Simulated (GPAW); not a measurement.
Runs of GPAW 26.7.0 on Hf. The structure is hexagonal, space group P6_3/mmc (No. 194). The conventional cell has a = 3.197 Å, b = 3.197 Å, c = 5.058 Å, α = 90.00°, β = 90.00°, γ = 120.00°. Hf (site symmetry -6m2) has 12 Hf at 3.13 to 3.20 Å as nearest neighbours. 

```csv
task,level,potentials or basis,spin,U,cell,cutoff (eV),band path,band points,spin axis theta (degrees),spin axis phi (degrees),optimizer,grid spacing,gap on the mesh (eV),pressure (GPa),relaxed volume (Å³/atom)
band structure,PBE,"PAW data sets generated in the run's folder for this functional, pw",off,-,as given,600,"GMKGALHA,LM,KH",60,-,-,-,-,-,(a),-
band structure,SCAN,"GPAW PAW data sets (gpaw-data 1.2.1), pw","SOC, no magnetisation",-,as given,600,"GMKGALHA,LM,KH",80,54.7,45,-,-,-,-3.3,-
relaxation of cell and atoms,PBE,"GPAW PAW data sets (gpaw-data 1.2.1), pw",off,-,relaxed,600,-,-,-,-,BFGS,-,none,-0.1,22.65
relaxation of cell and atoms,rSCAN,"GPAW PAW data sets (gpaw-data 1.2.1), pw",off,-,relaxed,600,-,-,-,-,LBFGS,-,none,-0.1,22.39
relaxation of cell and atoms,BP86+D3(BJ),"PAW data sets generated in the run's folder for this functional, pw",off,-,relaxed to 2 GPa,600,-,-,-,-,LBFGS,-,none,2.0,-
```

Alike in all rows: k mesh 7 × 7 × 4; smearing fermi-dirac 0.05 eV.

**Question.** Estimate the missing entries.

**Answer.** (a) 1.3.

Caveats: later steps reuse the first step's grids (some runs); the PAW data sets were made with another functional, which shifts forces and pressure a little (some runs); spin-orbit coupling is left out, which moves the levels of the heavy elements (some runs); spin-orbit coupling was added after a scalar SCF, so levels and gaps hold it while energy, forces, pressure and moments don't (some runs); this program's spin-orbit splittings come out too wide for heavy elements (some runs); pairwise dispersion overbinds metals, which lowers pressure and volume (some runs).

A k mesh can miss the band edges, and rows without SOC leave out spin-orbit coupling on Hf.

A gap of «none» marks a metal or a gap under the smearing width.
